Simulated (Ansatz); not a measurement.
# ZrS2: the band gap up the ladder of functionals

An exercise on one series of results from a longer session: the logs are not shown, and one member is left open.

Program: Ansatz 0.2.0. PAW datasets, plane waves. The values are computed, spin-unpolarised, and not measurements.

## The system as given

The cell was relaxed beforehand with r2SCAN+rVV10.

Space group P-3m1 (No. 164), trigonal; conventional cell a = 3.674 Å, c = 5.857 Å, 22.83 Å³ an atom. Zr has 6 S at 2.57 Å; S has 3 Zr at 2.57 Å.

Coordinates:

```cif
data_structure
_symmetry_space_group_name_H-M 'P-3m1'
_symmetry_Int_Tables_number 164
_cell_length_a 3.6744
_cell_length_b 3.6744
_cell_length_c 5.8571
_cell_angle_alpha 90.000
_cell_angle_beta 90.000
_cell_angle_gamma 120.000
_cell_volume 68.48
loop_
_atom_site_label
_atom_site_type_symbol
_atom_site_symmetry_multiplicity
_atom_site_Wyckoff_symbol
_atom_site_fract_x
_atom_site_fract_y
_atom_site_fract_z
_atom_site_occupancy
Zr1 Zr 1 a 0.00000 0.00000 0.00000 1
S1 S 2 d 0.66667 0.33333 0.75376 1
```

The first run:

input.yaml reads:

```yaml
crystal:
  lattice:
    - [3.6743613682, 0.0, 0.0]
    - [-1.8371806841, 3.1820902876, 0.0]
    - [0.0, 0.0, 5.8571357017]
  atoms:
    - { symbol: Zr, position: [0.0, 0.0, 0.0] }
    - { symbol: S, position: [0.6666666667, 0.3333333333, 0.753764721] }
    - { symbol: S, position: [0.3333333333, 0.6666666667, 0.246235279] }
kpoints:
  mp_grid: { grid: [12, 12, 4] }
  band_path:
    path:
      - [[0.0, 0.0, 0.0], [0.5, -4.8262497053e-15, 2.096609487789e-18], [0.3333333333333, 0.3333333333333, 1.397739658526e-18], [0.0, 0.0, 0.0], [-2.702873164547e-35, 1.247620762475e-35, 0.5], [0.5, -4.826457288877e-15, 0.5], [0.3333333333333, 0.3333333333333, 0.5], [-2.702873164547e-35, 1.247620762475e-35, 0.5]]
      - [[0.5, -4.826457288877e-15, 0.5], [0.5, -4.8262497053e-15, 2.096609487789e-18]]
      - [[0.3333333333333, 0.3333333333333, 0.5], [0.3333333333333, 0.3333333333333, 1.397739658526e-18]]
    npoints: 10
hamiltonian:
  xc: pbe
scf:
  occupations: { method: fermi_dirac, width: 0.02 }
  n_extra_bands: 4
output:
  forces: true
  stress: true
  eigenvalues: true
```

Started as:

```sh
> ansatz run input.yaml --threads 2 --pin off --max-ram 2211MiB --backend cpu --events-out ev --progress --plain --runs-dir out
```

Among the steps run: Band structure with PBE; r2SCAN at the same geometry; HSE06 at the same geometry; Single point with PBE+SOC; PBE0; LDA at the same geometry; G0W0 on PBE; Quasiparticle levels, G0W0@PBE; DDH-PBE0 at the same geometry; HSE06+SOC; Single point with LC-ωPBE; Hartree-Fock.

One table of the session follows, with a row left open; its other results are not shown here.

```
                     level  gap (eV)
                       PBE      0.88
                    r2SCAN      1.18
                     HSE06      1.67
                   PBE+SOC      0.87
                      PBE0         ?
                       LDA      0.76
G0W0@PBE (204 empty bands)      1.73
G0W0@PBE (507 empty bands)      1.79
                  DDH-PBE0      1.49
                 HSE06+SOC      1.66
                   LC-ωPBE      6.34
              Hartree-Fock      7.74
```

**Question.** Estimate the row for PBE0.

**Answer.** gap (eV): 2.35. In the column «gap (eV)» it lies between G0W0@PBE (507 empty bands) (1.79) and LC-ωPBE (6.34).

Meshes: PBE 12×12×4, r2SCAN 12×12×4, HSE06 6×6×4, PBE+SOC 12×12×4, PBE0 6×6×4, LDA 12×12×4, DDH-PBE0 6×6×4, HSE06+SOC 6×6×2, LC-ωPBE 6×6×4, Hartree-Fock 6×6×4.

Limits of these values: Warnings in the runs' records: stress scf threshold loose, stress exchange threshold loose.
